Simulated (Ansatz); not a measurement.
Density of states of ZnO (P6_3mc, a = 3.279 Å, b = 3.279 Å, c = 5.293 Å, α = 90.00°, β = 90.00°, γ = 120.00°), in states per eV and primitive cell, averaged over bins of 0.5 eV. All numbers below come from DFT PBE, scalar-relativistic, plane waves, PAW (Ansatz).

Settings: cutoff 420 eV, Γ-centred mesh 9×9×6 on the computed 4-atom cell, Gaussian smearing of 0.02 eV; no spin polarisation.

The cell is relaxed at this level. The states (both spins) are summed by tetrahedra on a 14×14×9 mesh at the self-consistent density. Energies are bin centres; the table starts no lower than −8 eV and ends at 6 eV, or lower where the solved bands end.

The gap is 0.74 eV at this level, with the zero inside it.

```tsv
E − E_F (eV)	total	Zn 3d	O 2p	Zn 4s	O 2s
-6.10	7.68	4.36	2.70	0.58	0.02
-5.60	12.87	9.22	3.40	0.19	0.01
-5.10	4.93	4.02	0.80	0.09	0.00
-4.60	14.57	14.20	0.21	0.07	0.07
-4.10	2.94	1.72	0.90	0.26	0.04
-3.60	2.85	1.42	1.09	0.22	0.08
-3.10	2.09	0.82	1.04	0.12	0.06
-2.60	2.93	0.87	1.81	0.10	0.05
-2.10	3.34	0.85	2.28	0.07	0.04
-1.60	5.06	1.18	3.69	0.04	0.02
-1.10	3.57	0.81	2.67	0.02	0.01
-0.60	1.16	0.26	0.88	0.00	0.00
-0.10	0.00	0.00	0.00	0.00	0.00
0.40	0.00	0.00	0.00	0.00	0.00
0.90	0.03	0.00	0.01	0.02	0.01
1.40	0.08	0.00	0.02	0.04	0.01
1.90	0.13	0.00	0.03	0.07	0.02
2.40	0.20	0.00	0.05	0.11	0.03
2.90	0.30	0.00	0.07	0.17	0.04
3.40	0.38	0.00	0.09	0.22	0.05
3.90	0.52	0.00	0.11	0.31	0.05
4.40	0.70	0.00	0.14	0.41	0.06
4.90	1.07	0.00	0.17	0.58	0.06
5.40	1.15	0.00	0.17	0.57	0.05
```

The columns after the total are the Löwdin projections on the occupied valence shells of the potentials. The rest of the total lies in shells that are empty in the free atom, which aren't projected, and between the atoms.